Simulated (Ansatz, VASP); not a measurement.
Ta: VASP beside Ansatz

```
Ta
1.0
     0.00000    3.83989    3.83989
     3.83989    0.00000    3.83989
     3.83989    3.83989    0.00000
Ta
6
Cartesian
  4.7999 4.7999 4.7999
  2.8799 2.8799 4.7999
  2.8799 4.7999 2.8799
  4.7999 2.8799 2.8799
  0.0000 0.0000 0.0000
  1.9199 1.9199 1.9199
```

Alike in both runs: functional PBE; k mesh 4 × 4 × 4; occupations gaussian, width 0.1 eV; no spin polarisation.

Ansatz relaxed the structure, and its values are those at the end. VASP's run is a single point on that final structure, the one shown.

|  | VASP | Ansatz |
| --- | --- | --- |
| version | VASP 6.6.1 | Ansatz 0.2.0 |
| potentials or method | VASP PAW PBE potentials, release 64 (Ta_pv) | scalar-relativistic, plane waves, PAW |
| plane-wave cutoff (eV) | 520 | 420 |
| valence electrons in the cell | 66 | 78 |

```csv
,VASP,Ansatz,Ansatz less VASP
gap on the k mesh at the Fermi level (eV),none,none,-
pressure (GPa),0.1,-0.1,-0.16
```

A gap of «none» marks a metal or a gap that the smearing closes. With one functional, cell and mesh, what is left measures potentials, basis and numerics. The two sets of potentials don't hold the same shells in valence.

Spin-orbit coupling is left out, which matters for the levels of Ta.
